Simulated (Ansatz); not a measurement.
Mg under changes of volume

One of the cells (23.237 Å³/atom); the others are scaled copies at fixed shape and fractional positions:

```xyz
2
Lattice="3.2093 0.0000 0.0000 -1.6046 2.7793 0.0000 0.0000 0.0000 5.2103" Properties=species:S:1:pos:R:3 pbc="T T T"
Mg    1.6047    0.9264    3.9077
Mg    0.0000    1.8529    1.3026
```

```yaml
Program: Ansatz 0.2.0
Functional: r2SCAN0
Potentials_or_basis: Ansatz PAW
Cutoff: "500 eV (not typed: the program's choice for these potentials)"
k_mesh: 5 × 5 × 3
Occupations: fermi-dirac, width 0.05 eV
Spin: no spin polarisation
```

| volume (Å³/atom) | energy over the lowest point (meV/atom) | pressure (GPa) |
| --- | --- | --- |
| 21.843 | 4.41 | 1.7 |
| 22.308 | 0.92 | 0.7 |
| 22.772 | 0.00 | -0.1 |
| 23.237 | 1.41 | -0.9 |
| 23.702 | 4.92 | -1.6 |
| 24.167 | ? | ? |
| 24.631 | 17.49 | -2.7 |

What does the run at 24.167 Å³/atom give?

Energy over the lowest point 10.34 meV/atom; pressure -2.2 GPa.

Worked out: A Birch-Murnaghan fit of order 3 (a polynomial in V^(-2/3)) to the other rows has its minimum at 22.72 Å³/atom with B0 = V·E''(V) = 40 GPa and B' = 3.8 at fixed shape and positions, which overstates the stiffness. It gives 10.35 meV/atom at 24.167 Å³/atom, against the run's 10.34, and -dE/dV = -2.2 GPa, against -2.2.

Energies are extrapolated to zero smearing.

Caveats: all runs use coarse meshes; the PAW data sets come from PBE, with cores solved anew for the run's functional, which leaves a small shift of forces and pressure; the thresholds are loose for stress.
